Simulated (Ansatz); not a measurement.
Below is a relaxed structure of SiO2. The cell was found from a structure generator's guess, not taken from experiment.

These are results of Ansatz, DFT PBE, scalar-relativistic, plane waves, PAW, not measurements. Cutoff 420 eV, Γ-centred mesh, Gaussian smearing, no spin polarisation.

```xyz
12
Lattice="3.1351 -5.1958 0.0000 3.1351 5.1958 0.0000 0.0000 0.0000 5.5204" Properties=species:S:1:pos:R:3 pbc="T T T"
Si    3.1351   -2.5979    2.0165
Si    3.1351    2.5979    3.5039
Si    0.0000    0.0000    0.0000
Si    3.1351    0.0000    0.0000
O     1.5676    2.5979    2.7602
O     1.5676   -2.5979    2.7602
O     3.1351   -3.9469    1.1390
O     3.1351   -1.2489    1.1390
O     3.1351    3.9469    4.3815
O     3.1351    1.2489    4.3815
O     1.5676    0.0000    0.0000
O     4.7027    0.0000    0.0000
```

Formation energies are uncorrected and refer to the elements' standard structures at the same level (O₂ as a molecule).

Task: What space group does it have?

Result: Cmme (No. 67). Conventional cell: a = 6.270 Å, b = 10.392 Å, c = 5.520 Å. Si on a site of symmetry mm2 has 2 O at 1.61 Å and 2 O at 1.74 Å; around Si on a site of symmetry 2/m lie 2 O at 1.57 Å and 2 O at 1.69 Å; around O on a site of symmetry 2/m lie 2 Si at 1.74 Å; O on a site of symmetry m is surrounded by 2 Si at 1.61–1.69 Å; 1 more site not described.

Task: How far does it lie from the elements in energy?

Result: −2.118 eV/atom.

Task: Is it a metal?

Result: No, the gap on the 6×6×6 mesh is 2.27 eV.

Task: From what recipe could a structure generator have reached it?

Result: One such recipe: 4-connected net, bridging atoms on its edges (Cmme, No. 67). Other recipes can lead to the same cell.

The last run used a 6×6×6 mesh for its 12-atom cell and Gaussian smearing of 0.02 eV. Kohn–Sham gaps at this level usually fall short of measured ones. A structure relaxed within its symmetry needn't be a true minimum. Another cell of SiO2 relaxed alike, in P6_422, lies 0.65 eV/atom lower, so this cell isn't the stable form at this level.
